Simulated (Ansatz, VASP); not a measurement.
**Cross-check of SnO2 between VASP and Ansatz**

Wanted: the spread between two codes on one cell, functional and k mesh. The cell is taken from a series of runs on this material, whose earlier steps may have relaxed, scaled, displaced or heated it; both programs get it as it stands.

Method: plane waves, with VASP 6.6.1 beside it; single point at HSE06, in Ansatz 0.2.0.

### 1. The structure

It takes space group P4_2/mnm (No. 136, tetragonal). Conventional cell: a = 4.732 Å, b = 4.732 Å, c = 3.184 Å, α = 90.00°, β = 90.00°, γ = 90.00°. Nearest to Sn lie 6 O at 2.05 Å. O has 3 Sn at 2.05 Å nearest. Farther neighbours and most contacts between anions are not listed.

Structure file:

```cif
data_structure
_symmetry_space_group_name_H-M 'P 1'
_symmetry_Int_Tables_number 1
_cell_length_a 5.7034
_cell_length_b 5.7034
_cell_length_c 5.7034
_cell_angle_alpha 112.130
_cell_angle_beta 108.153
_cell_angle_gamma 108.164
_cell_volume 142.58
loop_
_atom_site_label
_atom_site_type_symbol
_atom_site_fract_x
_atom_site_fract_y
_atom_site_fract_z
_atom_site_occupancy
Sn1 Sn 0.00000 0.25000 0.75000 1
Sn2 Sn 0.00000 0.75000 0.25000 1
Sn3 Sn 0.50000 0.50000 0.50000 1
Sn4 Sn 0.50000 0.00000 0.00000 1
O5 O 0.19393 0.19393 0.50000 1
O6 O 0.69393 0.75000 0.94393 1
O7 O 0.19393 0.69393 0.00000 1
O8 O 0.30607 0.75000 0.55607 1
O9 O 0.69393 0.25000 0.44393 1
O10 O 0.30607 0.25000 0.05607 1
O11 O 0.80607 0.30607 0.00000 1
O12 O 0.80607 0.80607 0.50000 1
```

### 2. Ansatz: single point, HSE06

Ansatz runs on its PAW soft_1 files.

With cell and atoms fixed, the geometry can't cause a difference; cores, projectors, grids and the points listed under the comparison can.

Input file input.yaml:

```yaml
crystal:
  lattice:
    - [-3.18391906, 3.3461806, 3.34574058]
    - [3.18391906, -3.3461806, 3.34574058]
    - [3.18391906, 3.3461806, -3.34574058]
  atoms:
    - { symbol: Sn, position: [1.0, 0.25, 0.75] }
    - { symbol: Sn, position: [0.0, 0.75, 0.25] }
    - { symbol: Sn, position: [0.5, 0.5, 0.5] }
    - { symbol: Sn, position: [0.5, 0.0, 0.0] }
    - { symbol: O, position: [0.1939308218, 0.1939308218, 0.5] }
    - { symbol: O, position: [0.6939334631, 0.75, 0.9439334631] }
    - { symbol: O, position: [0.1939308218, 0.6939308218, 1.0] }
    - { symbol: O, position: [0.3060665369, 0.75, 0.5560665369] }
    - { symbol: O, position: [0.6939334631, 0.25, 0.4439334631] }
    - { symbol: O, position: [0.3060665369, 0.25, 0.0560665369] }
    - { symbol: O, position: [0.8060691782, 0.3060691782, 0.0] }
    - { symbol: O, position: [0.8060691782, 0.8060691782, 0.5] }
kpoints:
  mp_grid: { grid: [4, 4, 4] }
  band_path:
    path:
      - [0.0, 0.0, 0.0]
      - [0.5, -0.5, 0.5]
      - [0.47634207, -0.47634207, 0.52365793]
      - [-0.47634207, 0.47634207, 0.47634207]
      - [0.0, 0.5, 0.0]
      - [0.25, 0.25, 0.25]
      - [0.5, 0.0, 0.0]
      - [0.0, 0.0, 0.5]
    npoints: 1
hamiltonian:
  xc: hse06
  pseudopotentials: { kind: paw, azcp: { folder: soft_1 } }
scf:
  occupations: { method: fixed }
  n_extra_bands: 8
output:
  eigenvalues: true
```

Started as:

```sh
$ ansatz run input.yaml --threads 2 --pin off --max-ram 92160MiB --backend cuda --events-out ev --progress --plain --runs-dir out --devices 1 --max-vram 13GiB
```

Numbers of over 12 decimals in the logs are rounded to 6 here.

What it wrote:

```text
scf.n_extra_bands = 8 over 52 filled bands (N_el = 104.0): the run solves 60 bands
GPUs: using 1 of 1 available (devices: 1).
Engine: ansatz 0.2.0, x86_64-unknown-linux-gnu
Pseudopotentials: kind: paw
Pseudopotential: Sn, paw, valence charge 14, recommended cutoff 420 eV (normal), soft_1/Sn.paw.azcp
Pseudopotential: O, paw, valence charge 6, recommended cutoff 420 eV (normal), soft_1/O.paw.azcp
Functional definition: HSE06
  parameter a = 0.25
  parameter omega = 0.11/bohr
  exchange = pbe_x - a*pbe_x_sr(omega) + a*exact_x_sr(omega)
  correlation = pbe_c
davidson cushion auto → on  (no smearing: the cushion is to keep the highest requested band from converging to the state above it; pin scf.eigensolver.cushion to override)
device memory: the entry about to start is reckoned to put 2.2 GiB on a device that reports 59.2 GiB free (of which the cap on the GPU budget leaves the run 13.0 GiB)
GPU FFT provider: cuFFT
GPU libraries: cuBLAS 13.8.2, cuFFT 12.4.0, cuSOLVER 12.3.4
Crystal: 12 atoms, lattice volume = 142.582 Å³
Basis set: ecut = 420 eV, 2795 PW (Γ)
Bands: 60, of which v1, the nominal top of the filled ones, is band 52 counted from 1 (51 counted from 0)
Symmetry: 16 space group operations
Space group: Cmmm (ITA 65), of the structure as read, at distance tolerance 5.2e-5 Å
k-points: 18 of 64
Non-local potential: Sn, projectors of the file, l = 0: 2, l = 1: 2, l = 2: 2, l = 3: 1
Non-local potential: O, projectors of the file, l = 0: 2, l = 1: 2, l = 2: 1
PAW form: soft (Blöchl's): semilocal exchange-correlation on the pseudo side does not see the compensation charge
PAW frozen core: Sn, regenerated for the run's functional, and the local potential with it (the file was generated under x = pbe(κ = 0.804, μ = 0.219515), c = pbe(β = 0.066725))
PAW frozen core: O, regenerated for the run's functional, and the local potential with it (the file was generated under x = pbe(κ = 0.804, μ = 0.219515), c = pbe(β = 0.066725))
PAW one-centre angular grid: Sn, 590 points (default); XC on 64 Gauss nodes
PAW one-centre angular grid: O, 110 points (default); XC on 96 Gauss nodes
Initial density: superposition of atomic densities (chi_scale 0.1, normalization cell, long waves kept (reshape's long-wave potential 0.00 eV rms))
Initial wavefunctions: pseudopotential atomic-orbital guess
GPU buffer pool allocated for 64000 grid points (all kernels)
GPU transforms: local potential and band sums: pruned to the plane-wave sphere, on 40×40×40
Functional: x = pbe(κ = 0.804, μ = 0.219515), c = pbe(β = 0.066725), warm-up for x = pbe(κ = 0.804, μ = 0.219515) + 0.25 (exact − pbe) at short range (hse, ω = 0.207870 Å⁻¹), c = pbe(β = 0.066725); HSE06 as pw.x's `hse` composes it (authors' and Libxc's form: `xc: wpbeh`)
SCF iter   1: F=—  HF=-28637.610844 eV  |F-HF|=—  |Δ(HF+E_count)|=         —  Δρ=8.25e-2  dr2=7.61e0  ethr=1.00e-1  ⟨swp⟩=4.0  Hψ=3298  notcnv=0
preconditioner: auto → none  [insulator: Δε(μ)=1.767 eV  Ē_g=18.982 eV  n_scr=42 (ndim 8)  ℏωp=31.7 eV  f_vac=0.000]
SCF iter   2: F=—  HF=-28636.171810 eV  |F-HF|=—  |Δ(HF+E_count)|=    1.44e0  Δρ=4.28e-2  dr2=1.11e0  ethr=7.32e-3  ⟨swp⟩=3.9  Hψ=2875  notcnv=0  defer=4
SCF iter   3: F=—  HF=-28636.035080 eV  |F-HF|=—  |Δ(HF+E_count)|=   1.37e-1  Δρ=1.44e-2  dr2=2.05e-1  ethr=1.07e-3  ⟨swp⟩=3.2  Hψ=2879  notcnv=0
SCF iter   4: F=—  HF=-28636.056075 eV  |F-HF|=—  |Δ(HF+E_count)|=   2.10e-2  Δρ=7.70e-3  dr2=5.01e-2  ethr=1.97e-4  ⟨swp⟩=3.0  Hψ=2483  notcnv=0
iter 5 solved again at ethr=2.27e-6 eV; its pass at ethr=4.82e-5 eV (dr2=2.36e-3 eV) is discarded
SCF iter   5: F=—  HF=-28636.057542 eV  |F-HF|=—  |Δ(HF+E_count)|=   1.47e-3  Δρ=1.65e-3  dr2=2.28e-3  ethr=2.27e-6  ⟨swp⟩=4.0  Hψ=5506  notcnv=0
SCF iter   6: F=-28636.058040 eV  HF=-28636.058059 eV  |F-HF|=1.88e-5  |Δ(HF+E_count)|=   5.17e-4  Δρ=2.51e-4  dr2=5.25e-5  ethr=2.19e-6  ⟨swp⟩=3.0  Hψ=2676  notcnv=0
SCF 1 stopped early in 6 iterations: F = -28636.058040 eV  dr2 = 5.25e-5
  greatest PAW one-centre occupation: 0.996 electrons in one spin orbital (limit 2), on the Sn atom at site 3 (counted from 0), in its partial waves of l = 2
device memory: the entry about to start is reckoned to put 3.0 GiB (of the 3.1 GiB reckoned in all, the device holds 0.1 GiB already) on a device that reports 59.1 GiB free (of which the cap on the GPU budget leaves the run 12.9 GiB)
GPU FFT provider: cuFFT
GPU libraries: cuBLAS 13.8.2, cuFFT 12.4.0, cuSOLVER 12.3.4
Initial density: handed on by an earlier stage of this run
Initial wavefunctions: those handed on with the density
GPU buffer pool allocated for 64000 grid points (all kernels)
GPU transforms: local potential and band sums: pruned to the plane-wave sphere, on 40×40×40
Functional: x = pbe(κ = 0.804, μ = 0.219515) + 0.25 (exact − pbe) at short range (hse, ω = 0.207870 Å⁻¹), c = pbe(β = 0.066725); HSE06 as pw.x's `hse` composes it (authors' and Libxc's form: `xc: wpbeh`)
Exchange kernel: α = 0.2500, screened, ω = 0.2079 Å⁻¹, Wigner–Seitz truncation, v(0) = 1046.4841 eV·Å³, q-mesh 4×4×4, nearest image of the exchange supercell L = 22.81 Å, pair-density grid 24×24×24, without the augmentation charges, whose exchange is taken in its separable form by FFT convolution over the k-point mesh (sized by the pseudopotential files, 32×32×32 at the most), smooth part of the exact exchange by density-matrix convolution in up to 3.80 GiB of GPU memory as planned if the GPU has room (build and FFT work areas not counted)
Frozen-core exchange: fock
SCF iter   1: F=—  HF=-28651.388968 eV  |F-HF|=—  |Δ(HF+E_count)|=         —  Δρ=9.54e-3  dr2=8.68e-2  ethr=5.05e-7  ⟨swp⟩=8.4  Hψ=6309  notcnv=0
preconditioner: auto → none  [insulator: Δε(μ)=3.046 eV  Ē_g=21.203 eV  n_scr=42 (ndim 8)  ℏωp=31.7 eV  f_vac=0.025]
SCF iter   2: F=—  HF=-28651.360452 eV  |F-HF|=—  |Δ(HF+E_count)|=   2.85e-2  Δρ=2.56e-3  dr2=1.02e-2  ethr=5.05e-7  ⟨swp⟩=5.0  Hψ=4257  notcnv=0
SCF iter   3: F=—  HF=-28651.407726 eV  |F-HF|=—  |Δ(HF+E_count)|=   4.73e-2  Δρ=1.35e-3  dr2=2.19e-3  ethr=5.05e-7  ⟨swp⟩=5.1  Hψ=4605  notcnv=0  defer=2
SCF iter   4: F=—  HF=-28651.407040 eV  |F-HF|=—  |Δ(HF+E_count)|=   6.86e-4  Δρ=2.19e-4  dr2=1.28e-4  ethr=5.05e-7  ⟨swp⟩=3.9  Hψ=3398  notcnv=0
SCF iter   5: F=-28651.407581 eV  HF=-28651.407615 eV  |F-HF|=3.34e-5  |Δ(HF+E_count)|=   5.75e-4  Δρ=2.05e-4  dr2=4.90e-5  ethr=5.29e-8  ⟨swp⟩=5.1  Hψ=3785  notcnv=0
SCF 2 stopped early in 5 iterations: F = -28651.407581 eV  dr2 = 4.90e-5
hybrid outer 1: dexx = +5.157e-2 eV, tail = 3.37e-4 eV
GPU FFT provider: cuFFT
GPU libraries: cuBLAS 13.8.2, cuFFT 12.4.0, cuSOLVER 12.3.4
GPU buffer pool allocated for 64000 grid points (all kernels)
GPU transforms: local potential and band sums: pruned to the plane-wave sphere, on 40×40×40
Exchange kernel: α = 0.2500, screened, ω = 0.2079 Å⁻¹, Wigner–Seitz truncation, v(0) = 1046.4841 eV·Å³, q-mesh 4×4×4, nearest image of the exchange supercell L = 22.81 Å, pair-density grid 24×24×24, without the augmentation charges, whose exchange is taken in its separable form by FFT convolution over the k-point mesh (sized by the pseudopotential files, 32×32×32 at the most), smooth part of the exact exchange by density-matrix convolution in up to 3.80 GiB of GPU memory as planned if the GPU has room (build and FFT work areas not counted)
Frozen-core exchange: fock
SCF iter   1: F=—  HF=-28651.405355 eV  |F-HF|=—  |Δ(HF+E_count)|=         —  Δρ=7.86e-5  dr2=8.14e-6  ethr=1.62e-6  ⟨swp⟩=3.7  Hψ=2478  notcnv=0
preconditioner: auto → none  [insulator: Δε(μ)=3.057 eV  Ē_g=21.241 eV  n_scr=42 (ndim 8)  ℏωp=31.7 eV  f_vac=0.032]
SCF iter   2: F=—  HF=-28651.405370 eV  |F-HF|=—  |Δ(HF+E_count)|=   1.53e-5  Δρ=5.16e-5  dr2=3.23e-6  ethr=6.19e-9  ⟨swp⟩=5.0  Hψ=3994  notcnv=0
iter 3 solved again at ethr=8.46e-11 eV; its pass at ethr=2.88e-9 eV (dr2=8.80e-8 eV) is discarded
SCF iter   3: F=—  HF=-28651.405370 eV  |F-HF|=—  |Δ(HF+E_count)|=   8.35e-7  Δρ=1.30e-5  dr2=1.37e-7  ethr=8.46e-11  ⟨swp⟩=3.9  Hψ=5537  notcnv=0
SCF iter   4: F=—  HF=-28651.405370 eV  |F-HF|=—  |Δ(HF+E_count)|=   5.58e-7  Δρ=9.69e-6  dr2=1.11e-7  ethr=8.23e-11  ⟨swp⟩=5.3  Hψ=3698  notcnv=0  defer=6
SCF iter   5: F=-28651.405370 eV  HF=-28651.405370 eV  |F-HF|=1.77e-9  |Δ(HF+E_count)|=   2.95e-8  Δρ=1.79e-6  dr2=2.69e-9  ethr=8.23e-11  ⟨swp⟩=3.2  Hψ=2806  notcnv=0
SCF 3 converged in 5 iterations: F = -28651.405370 eV  dr2 = 2.69e-9
hybrid outer 2: dexx = +1.056e-5 eV, tail = 1.74e-7 eV, Δε = 3.84e-3 eV (about 1.13e-4 eV left of the loop's levels)
the search or the solves at the SCF's close seem to have found levels that the self-consistency loop had missed (the run counts 1). By its estimate they hold under 1e-12 electrons; where the run keeps them, the occupations were computed again with them
device memory: the entry about to start is reckoned to put 1.2 GiB on a device that reports 60.7 GiB free (of which the cap on the GPU budget leaves the run 13.0 GiB)
NSCF: frozen V_eff on 8 k-points
hybrid SCF converged: 2 outer / 10 inner (+6 warm-up), last move |dexx| = 1.06e-5 eV, tail = 1.74e-7 eV
Stability not checked: this state was not tested for a lower state beside it, because the functional holds exact exchange (a hybrid, or Hartree-Fock), whose exchange loop this test does not read (fock_operator; see scf.lower_state_search)
Free energy (F): -28651.405368 eV
Frozen-core exchange: fock
Harris-Foulkes:  -28651.405368 eV  (|F-HF|=1.77e-9)
Internal energy: -28651.405368 eV  (E = F + TS)
E sigma→0 (E₀):  -28651.405368 eV
Fermi energy:    8.274544 eV
--- Per-component energies (eV) ---
  E_band       = -429.649167
  E_kinetic    = 2047.444780
  E_local      = -6296.682111  (includes V_loc(G=0)·N_el)
  E_nonlocal   = 982.311211
  E_hartree    = 2887.254589
  E_xc         = -860.409864
  E_vxc        = -837.962126  (∫ρ·V_xc dr)
  E_exx        = -304.882088  (= α·E_x^exact, valence–valence)
  E_paw        = -18728.572945  (= ΣΔE_a)
  E_vpaw       = -1489.508046  (= ΣTr[D̂ρ^β])
  E_aug_tail   = 0.007865  (compensation charges beyond the density's cutoff)
  E_ewald      = -8378.699032
  E_core_change = 0.822226  (= ΣΔE_core)
  E_smearing   = -0.000000  (= −TS)
  E_closure    = -0.000000  (closes the sum)
  Σ components = -28651.405368   (vs F -28651.405368, Δ=-3.64e-12)
--- Band table (eV; the first three rows and the last of 18) ---
  k-point 0: bands = [... 48 lower, 7.3666, 7.5546, 7.5553, 8.2745, 11.3320, 15.1630, 15.1638, 16.5249, ... 4 higher]
  k-point 1: bands = [... 48 lower, 7.4127, 7.4865, 7.5723, 8.0616, 12.7718, 15.4607, 15.7131, 16.6534, ... 4 higher]
  k-point 2: bands = [... 48 lower, 7.4509, 7.4509, 7.7733, 7.7733, 14.8562, 14.8562, 16.6717, 16.6717, ... 4 higher]
  k-point 17: bands = [... 48 lower, 7.1639, 7.1652, 7.2947, 7.2964, 15.1653, 15.1662, 16.6810, 16.6812, ... 4 higher]
```

The column dr2 measures how far the density is from self-consistency, as an energy; F and HF (Harris–Foulkes) agree once it is small.

[end of part 1 of 2]

[Lines on the potential files, build, host, timing and source positions are cut from VASP's logs without a mark.]

[Logs are printed without paths, hosts, clocks, repeated set-up lines and the standing remarks that a program may print on its own settings, such as how far it seeks lower states.]

[Hosts, paths, dates, database ids (printed as entryN), source tags and the programs' standing remarks are cut or masked in the printed files.]
